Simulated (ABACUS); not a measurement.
# GaSb (F-43m) in ABACUS: equation of state, part 2 of 2

ABACUS 3.10.1. The steps go on from the part before.

## 7. Equation of state, PBE, 29.77 Å³/atom (volume scaled by 1.04)

INPUT reads:

```
INPUT_PARAMETERS
suffix              GaSb
calculation         scf
basis_type          pw
pseudo_dir          ./
symmetry            1
dft_functional      pbe
ecutwfc             81
pseudo_rcut         10
nspin               1
nbands              18
ks_solver           dav
smearing_method     fd
smearing_sigma      0.00367493
scf_thr             1e-08
scf_nmax            100
mixing_type         broyden
mixing_beta         0.7
cal_force           1
cal_stress          1
kpar                4
```

STRU reads:

```
ATOMIC_SPECIES
Sb 121.7600 Sb.upf
Ga 69.7230 Ga.upf

LATTICE_CONSTANT
1.8897261246

LATTICE_VECTORS
0.0000000000 3.0992546163 3.0992546163
3.0992546163 0.0000000000 3.0992546163
3.0992546163 3.0992546163 0.0000000000

ATOMIC_POSITIONS
Direct

Sb
0.0
1
0.7500000000 0.7500000000 0.7500000000 1 1 1

Ga
0.0
1
0.0000000000 0.0000000000 0.0000000000 1 1 1
```

KPT reads:

```
K_POINTS
0
Gamma
8 8 8 0 0 0
```

Potentials or basis: PseudoDojo NC SR 0.4.1 PBE standard, plane waves.

Command:

```console
$ OMP_NUM_THREADS=1 mpirun -np 4 abacus > log
```

running log:

```text
ABACUS v3.10.1

               Atomic-orbital Based Ab-initio Computation at UStc

 ------------------------------------------------------------------------------------

 READING GENERAL INFORMATION
                           global_out_dir = OUT.GaSb/
                           global_in_card = INPUT
                               pseudo_dir = ./
                              orbital_dir =
                                    DSIZE = 4
                                    GSIZE = 1

 READING UNITCELL INFORMATION
                                    ntype = 2
                  lattice constant (Bohr) = 1.88973
              lattice constant (Angstrom) = 1

 READING ATOM TYPE 1
                               atom label = Sb
                      L=0, number of zeta = 1
                      L=1, number of zeta = 1
                      L=2, number of zeta = 1
             number of atom for this type = 1

 READING ATOM TYPE 2
                               atom label = Ga
                      L=0, number of zeta = 1
                      L=1, number of zeta = 1
                      L=2, number of zeta = 1
             number of atom for this type = 1

                        TOTAL ATOM NUMBER = 2
DIRECT COORDINATES
    atom                   x                   y                   z     mag                  vx                  vy                  vz
taud_Sb1            0.7500000000        0.7500000000        0.7500000000  0.0000        0.0000000000        0.0000000000        0.0000000000
taud_Ga1            0.0000000000        0.0000000000        0.0000000000  0.0000        0.0000000000        0.0000000000        0.0000000000

                          Volume (Bohr^3) = 401.789
                             Volume (A^3) = 59.539

 Lattice vectors: (Cartesian coordinate: in unit of a_0)
                   +0            +3.09925            +3.09925
             +3.09925                  +0            +3.09925
             +3.09925            +3.09925                  +0
 Reciprocal vectors: (Cartesian coordinate: in unit of 2 pi/a_0)
            -0.161329           +0.161329           +0.161329
            +0.161329           -0.161329           +0.161329
            +0.161329           +0.161329           -0.161329
 The esolver type has been set to : ksdft_pw

                PAO radial cut off (Bohr) = 10

 Read in pseudopotential file is Sb.upf
                     pseudopotential type = NC
          exchange-correlation functional = PBE
                 nonlocal core correction = 1
                        valence electrons = 15
                                     lmax = 2
                           number of zeta = 3
                     number of projectors = 6
                           L of projector = 0
[... 5 lines left out ...]
                PAO radial cut off (Bohr) = 10

 Read in pseudopotential file is Ga.upf
                     pseudopotential type = NC
          exchange-correlation functional = PBE
                 nonlocal core correction = 1
                        valence electrons = 13
                                     lmax = 2
                           number of zeta = 3
                     number of projectors = 6
                           L of projector = 0
                           L of projector = 0
                           L of projector = 1
                           L of projector = 1
                           L of projector = 2
                           L of projector = 2
     initial pseudo atomic orbital number = 18

 SETUP THE ELECTRONS NUMBER
            electron number of element Sb = 15
      total electron number of element Sb = 15
            electron number of element Ga = 13
      total electron number of element Ga = 13
            AUTOSET number of electrons:  = 28
                           occupied bands = 14
                                   NBANDS = 18
[... 103 lines left out ...]
       3  0.25000000  0.25000000  0.25000000  0.0156       2
       4  0.37500000  0.37500000  0.37500000  0.0156       3
       5  0.50000000  0.50000000  0.50000000  0.0078       4
       6  0.12500000  0.12500000  0.00000000  0.0117       9
[... 21 lines left out ...]
      28 -0.12500000  0.50000000  0.37500000  0.0234     101
      29  0.50000000  0.25000000 -0.25000000  0.0117     166

                               nkstot now = 29
[... K-POINTS DIRECT COORDINATES: 29 rows ...]

           k-point number in this process = 8
       minimum distributed K point number = 7
[... stars of the k points ...]

[... K-POINTS CARTESIAN COORDINATES: 8 rows ...]

[... K-POINTS DIRECT COORDINATES: 8 rows ...]

 SETUP PLANE WAVES FOR WAVE FUNCTIONS
     energy cutoff for wavefunc (unit:Ry) = 81
              fft grid for wave functions = [ 48, 48, 48 ]
                    number of plane waves = 5769
                         number of sticks = 421

 PARALLEL PW FOR WAVE FUNCTIONS
     PROC   COLUMNS(POT)             PW
        1            421           5769
 --------------- sum -------------------
        1            421           5769

 SETUP NONLOCAL PSEUDOPOTENTIALS IN PLANE WAVE BASIS
 Sb non-local projectors:
 projector 1 L=0
 projector 2 L=0
 projector 3 L=1
 projector 4 L=1
 projector 5 L=2
 projector 6 L=2
 Ga non-local projectors:
 projector 1 L=0
 projector 2 L=0
 projector 3 L=1
 projector 4 L=1
 projector 5 L=2
 projector 6 L=2
      TOTAL NUMBER OF NONLOCAL PROJECTORS = 36

 Init Non-Local PseudoPotential table :
 Init Non-Local-Pseudopotential done.

                                     npwx = 4958

 Make real space PAO into reciprocal space.
       max mesh points in Pseudopotential = 1001
     dq(describe PAO in reciprocal space) = 0.01
                                    max q = 1084

 number of pseudo atomic orbitals for Sb is 3
WARNING: norm of atomic wavefunction # 3 of atomic type Sb is 0.999907, renormalized

 number of pseudo atomic orbitals for Ga is 3
WARNING: norm of atomic wavefunction # 2 of atomic type Ga is 0.999997, renormalized
WARNING: norm of atomic wavefunction # 3 of atomic type Ga is 0.998668, renormalized

 -------------------------------------------
 SELF-CONSISTENT
 -------------------------------------------
                                 init_chg = atomic

 PW ALGORITHM --------------- ION=   1  ELEC=   1--------------------------------

 Notice: Threshold on eigenvalues was too large.
 hsover_error=0.28 > DRHO=0.0258591
 Origin diag ethr = 0.01
 New diag ethr = 9.2354e-05

 Density error is 0.026217865312
                          Error Threshold = 9.23539849252e-05
----------------------------------------------------------
     Energy           Rydberg                 eV
----------------------------------------------------------
 E_KohnSham     -334.8771944481      -4556.2379747487
 E_Harris       -334.9835590745      -4557.6851397330
 E_Fermi        0.5585046582         7.5988457109
----------------------------------------------------------
[... 63 lines left out ...]
 Density error is 5.43276503057e-09
                          Error Threshold = 4.56766810637e-10
----------------------------------------------------------
     Energy           Rydberg                 eV
----------------------------------------------------------
 E_KohnSham     -334.8792540012      -4556.2659964061
 E_KS(sigma->0) -334.8792357151      -4556.2657476110
 E_Harris       -334.8790475448      -4556.2631874228
 E_band         -18.8837759709       -256.9269529595
 E_one_elec     -169.0697053840      -2300.3113524039
 E_Hartree      102.4444812574       1393.8286737551
 E_xc           -87.3351022813       -1188.2550264388
 E_Ewald        -180.9188910211      -2461.5277937283
 E_entropy(-TS) -0.0000365722        -0.0004975901
 E_descf        0.0000000000         0.0000000000
 E_exx          0.0000000000         0.0000000000
 E_Fermi        0.5761815277         7.8393518594
----------------------------------------------------------

 charge density convergence is achieved
 final etot is -4556.2659964 eV
 EFERMI = 7.8393518594 eV

 STATE ENERGY(eV) AND OCCUPATIONS    NSPIN == 1
 1/8 kpoint (Cartesian) = 0.0000 0.0000 0.0000 (4957 pws)
       1       -20.9612     0.00390625
       2       -20.9612     0.00390625
       3       -20.9612     0.00390625
       4       -20.9461     0.00390625
       5       -20.9461     0.00390625
       6       -7.14970     0.00390625
[... 98 lines left out ...]
       5       -20.9458      0.0234375
       6       -7.15616      0.0234375
[... 10 lines left out ...]
      17        11.5044    3.43525e-34
      18        11.5044    3.43525e-34

[... levels at 2 further k points ...]

------------------------------------------------------------------------------------------
 TOTAL-FORCE (eV/Angstrom)
------------------------------------------------------------------------------------------
                       Sb1         0.0000000000         0.0000000000         0.0000000000
                       Ga1         0.0000000000         0.0000000000         0.0000000000
------------------------------------------------------------------------------------------

----------------------------------------------------------------
 TOTAL-STRESS (KBAR)
----------------------------------------------------------------
         3.4859162088         0.0000000000        -0.0000000000
         0.0000000000         3.4859162088        -0.0000000000
         0.0000000000        -0.0000000000         3.4859162088
----------------------------------------------------------------
 TOTAL-PRESSURE: 3.485916 KBAR

 --------------------------------------------
 !FINAL_ETOT_IS -4556.2659964060612765 eV
 --------------------------------------------
```

It took 16 s on 4 MPI ranks of Intel Xeon Platinum 8175M at 2.50GHz (Skylake/Cascade Lake), shared host; peak memory 0.44 GiB.

Results:

```yaml
Free_energy: -4556.2660 eV
Pressure: 0.3 GPa
Band_gap_on_the_k_mesh: none (metal or under the smearing width)
```

## 8. Equation of state, PBE, 30.34 Å³/atom (volume scaled by 1.06)

INPUT is that of step 7.

STRU, as its differences from that of step 7:

```diff
@@ -8,5 +8,5 @@
 LATTICE_VECTORS
-0.0000000000 3.0992546163 3.0992546163
-3.0992546163 0.0000000000 3.0992546163
-3.0992546163 3.0992546163 0.0000000000
+0.0000000000 3.1189956238 3.1189956238
+3.1189956238 0.0000000000 3.1189956238
+3.1189956238 3.1189956238 0.0000000000
```

KPT is that of step 7.

Command:

```console
$ OMP_NUM_THREADS=1 mpirun -np 4 abacus > log
```

It took 16 s on 4 MPI ranks of Intel Xeon Platinum 8175M at 2.50GHz (Skylake/Cascade Lake), shared host; peak memory 0.44 GiB.

Results (log left out):

- Free energy: -4556.2658 eV
- Pressure: -0.5 GPa
- Band gap on the k mesh: none (metal or under the smearing width)

## 9. Equation of state, PBE

Potentials or basis: PseudoDojo NC SR 0.4.1 PBE standard, plane waves.

No new run: the results of the series are fitted here.

What came out:

```yaml
Equilibrium_volume: 30.04 Å³/atom
Bulk_modulus: 44 GPa
Pressure_derivative_of_the_bulk_modulus: "4.7 (rough: it moves with the points fitted)"
```

Energy against volume, from the lowest point:
```csv
volume (Å³/atom),energy (meV/atom)
26.907,55.45
27.480,35.43
28.052,20.41
28.625,9.81
29.197,3.12
29.770,0.00
30.342,0.10
```

Spin-orbit coupling is left out, which matters for the levels of Sb. Zero-point motion and thermal expansion aren't in these numbers.
